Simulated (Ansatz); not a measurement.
We consider L1₀ (CuAu-type) CoPt, described by revPBE (plane waves, PAW; Ansatz, a first-principles code).

Numerical settings: plane-wave cutoff 520 eV, 20×20×16 k mesh (along the axes of the cell as run), Fermi–Dirac smearing 0.05 eV, spin-polarised with parallel moments, scalar-relativistic PAW data made under PBE.

The cell is scaled about its equilibrium volume:

Shape and atoms are relaxed at each volume.

```tsv
V (Å³/atom)	P (GPa)	moment (μB per cell of 2 atoms)	c (Å)	a (Å)
13.199	9.25	2.26	3.693	2.673
13.474	4.36	2.29	3.724	2.690
13.749	0.01	2.32	3.753	2.707
14.024	-3.83	2.34	3.782	2.723
14.299	-7.23	2.37	3.812	2.739
```

Note: the bulk modulus comes from volumes at which shape and atoms were relaxed.
